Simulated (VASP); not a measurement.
Runs of VASP 6.6.1 on SiO2. Symmetry: P4_12_12, No. 92, tetragonal system. The conventional cell has a = 5.030 Å, b = 5.030 Å, c = 7.008 Å, α = 90.00°, β = 90.00°, γ = 90.00°. Si (site symmetry 2) is surrounded by 4 O at 1.62 Å. Around O (site symmetry 1) lie 2 Si at 1.62 Å. 

```tsv
level	potentials or basis	k mesh	cutoff (eV)	smearing	gap on the mesh (eV)	pressure (GPa)	largest force (eV/Å)
PBEsol	VASP PAW PBE potentials, release 64 (Si, O)	4 × 4 × 4	520	gaussian 0.5 eV	5.56	0.2	0.01
r2SCAN	VASP PAW PBE potentials, release 64 (Si, O)	4 × 4 × 4	520	gaussian 0.02 eV	6.23	(a)	0.16
PBEsol	VASP PAW PBE potentials, release 64 (Si, O)	4 × 4 × 4	700	gaussian 0.02 eV	5.57	(b)	-
PBEsol	VASP PAW PBE potentials, release 64 (Si, O_h)	4 × 4 × 4	900	gaussian 0.02 eV	5.57	-0.3	0.02
PBEsol	VASP PAW PBE potentials, release 64 (Si, O)	6 × 6 × 4	520	gaussian 0.02 eV	5.56	0.2	0.01
```

Alike in all rows: task single point; no spin polarisation; cell as given.

Question: Estimate the missing entries.

Answer: (a) -2.4; (b) 0.0.

Caveats: the PAW data sets were made with another functional, which shifts forces and pressure a little; the cutoff is under 1.25 times the usual one of these potentials, so pressure, stress and relaxed cells hold a basis-set (Pulay) error (some runs).

A k mesh can miss the band edges.
